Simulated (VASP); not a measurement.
A run of VASP 6.6.1 is set up as follows.

File INCAR:

```
  ALGO = Normal
  DIPOL = 0.5 0.5 0.500
  EDIFF = 1E-6
  EDIFFG = -0.02
  ENCUT = 520
  GGA = PE
  IBRION = 2
  IDIPOL = 3
  ISIF = 2
  ISMEAR = -1
  IVDW = 12
  LASPH = True
  LCHARG = False
  LDIPOL = True
  LREAL = False
  LWAVE = False
  NELM = 100
  NSW = 40
  PREC = Accurate
  SIGMA = 0.05
```

Contents of KPOINTS:

```
k-points
0
Gamma
  8 8 1
```

File POSCAR:

```
Re
1.0
    2.7930717857      0.0000000000      0.0000000000
   -1.3965358928      2.4188711210      0.0000000000
    0.0000000000      0.0000000000     24.1221342532
Re
5
Selective dynamics
Direct
    0.6666666667      0.3333333333      0.3109177621  F F F
    0.3333333333      0.6666666667      0.4054588811  F F F
    0.0000000000      0.0000000000      0.5000000000  T T T
    0.6666666667      0.3333333333      0.5945411189  T T T
    0.3333333333      0.6666666667      0.6890822379  T T T
```

Potentials or basis: VASP PAW PBE potentials, release 64 (Re).

Command:

```bash
$ cat potpaw_PBE.64/Re/POTCAR > POTCAR
$ mpirun -np 1 vasp_std > vasp.out
```

(1) Estimate the dispersion energy per atom.

(2) What does it give for the energy gained by relaxing?

Results:

(1) -0.494 eV.

(2) 37.9 meV/atom.
